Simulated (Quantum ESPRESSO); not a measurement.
## ZrC in Quantum ESPRESSO: the effect of functional

The system is ZrC.

```
CELL_PARAMETERS angstrom
0.00000 2.36500 2.36500
2.36500 0.00000 2.36500
2.36500 2.36500 0.00000
ATOMIC_POSITIONS crystal
Zr 0.50000 0.50000 0.50000
C 0.00000 0.00000 0.00000
```

Alike in all runs:

| Quantity | Value |
| --- | --- |
| Program | Quantum ESPRESSO 7.5 |
| Task | phonons |
| Cutoff | 612 eV |
| Density cutoff | 4898 eV |
| k mesh | 7 × 7 × 7 |
| Occupations | cold, width 0.2 eV |
| Spin | no spin polarisation |

Each run relaxes the cell or the atoms first.

```csv
functional,potentials or basis,relaxed volume (Å³/atom),highest phonon frequency (cm⁻¹)
LDA,GBRV 1.5 LDA,?,?
PBEsol,GBRV 1.5 PBEsol,12.72,426
WC,GBRV 1.5 PBE,12.79,423
BLYP,GBRV 1.5 PBE,13.50,389
AM05,GBRV 1.5 PBE,12.71,425
vdW-DF-cx,GBRV 1.5 PBE,12.81,428
```

Problem. What does the run with functional LDA give?

Solution. Relaxed volume 12.50 Å³/atom; highest phonon frequency 427 cm⁻¹.

Caveats: the mesh is thin for the phonons of a metal; the potentials were made for another functional, which shifts forces and pressure (some runs).

Runs at the PBE level aren't shown here.
